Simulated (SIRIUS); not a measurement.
# Nb: relaxation of cell and atoms with RPBE

Nb:

```xyz
1
Lattice="-1.6640 1.6640 1.6640 1.6640 -1.6640 1.6640 1.6640 1.6640 -1.6640" Properties=species:S:1:pos:R:3 pbc="T T T"
Nb    0.0000    0.0000    0.0000
```

```yaml
Program: SIRIUS 7.12.0
Task: relaxation of cell and atoms
Functional: RPBE
Potentials_or_basis: PseudoDojo 0.4.1 PBE standard (scalar relativistic)
Cutoff: 1127 eV
Density_cutoff: 4507 eV
k_mesh: 8 × 8 × 8
Occupations: fermi-dirac, width 0.05 eV
Spin: no spin polarisation
Libxc_names: "[\"XC_GGA_X_RPBE\", \"XC_GGA_C_PBE\"]"
Energy_tol: 1e-08 Ha
Density_tol: 1e-06
Mixer: anderson
Mixing_beta: 0.7
Max_scf: 100
Radial_cutoff_for_the_potentials'_integrals: 6.5 bohr
Optimizer: BFGS
Fmax: 0.02 eV/Å
Max_steps: 30
Target_pressure: 0 GPa
```

```yaml
Relaxed_volume: 18.49 Å³/atom
Relaxed_cell: a = 2.885 Å, b = 2.885 Å, c = 2.885 Å, α = 109.47°, β = 109.47°, γ = 109.47°
Space_group_after_relaxing_to_0.05_Å: Im-3m (No. 229)
Energy_gained_by_relaxing: 0.2 meV/atom
Ionic_steps: 2
Pressure_after_relaxing: 0.1 GPa
Band_gap_on_the_k_mesh: none (metal or under the smearing width)
```

The path:
| step | energy change (eV) | largest force (eV/Å) | pressure (GPa) | volume (Å³) |
| --- | --- | --- | --- | --- |
| 1 | 0.0000 | 0.0000 | 0.69 | 18.43 |
| 2 | -0.0002 | 0.0000 | 0.11 | 18.49 |

Final structure:
```
Nb
1.0
    -1.66584    1.66584    1.66584
     1.66584   -1.66584    1.66584
     1.66584    1.66584   -1.66584
Nb
1
Direct
  0.00000 0.00000 0.00000
```

It took 27 s on 1 thread of Intel(R) Xeon(R) Platinum 8488C (Sapphire Rapids) (shared host), peak memory 0.2 GiB.

Caveat: the potentials were made for another functional, which shifts forces and pressure. Zero-point motion and thermal expansion aren't in these numbers.
